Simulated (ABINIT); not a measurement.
CaO:

```
CELL_PARAMETERS angstrom
0.00000 2.40356 2.40356
2.40356 0.00000 2.40356
2.40356 2.40356 0.00000
ATOMIC_POSITIONS crystal
Ca 0.00000 0.00000 0.00000
O 0.50000 0.50000 0.50000
```

The cell is a database's computed one.

Base run:

| Property | Result |
| --- | --- |
| Program | ABINIT 10.8.3 (patched build) |
| Functional | BLYP |
| Potentials or basis | JTH PAW PBE v2.0 |
| Cutoff | 626 eV |
| k mesh | 10 × 10 × 10 |
| Occupations | fermi-dirac, width 0.05 eV |
| Spin | no spin polarisation |

Its results: band gap on the k mesh 3.75 eV, indirect (least direct gap 4.11 eV); pressure 4.1 GPa.

Task: After a change of settings the same cell gave: band gap on the k mesh 3.59 eV, indirect (least direct gap 3.97 eV); pressure -1.9 GPa. Which change was it?
A. functional from BLYP to LDA; potentials or basis from JTH PAW PBE v2.0 to PseudoDojo NC SR LDA v0.4 stringent; cutoff from 626 eV to 1252 eV
B. functional from BLYP to PBEsol; k mesh from 10 × 10 × 10 to 6 × 6 × 6
C. functional from BLYP to PBEsol
D. functional from BLYP to AM05

Result: D.

AM05 binds more tightly than BLYP, so the same cell stands under less pressure.

Caveats: the PAW data sets were made with another functional, which shifts forces and pressure a little.

Runs at the PBE level aren't shown here.
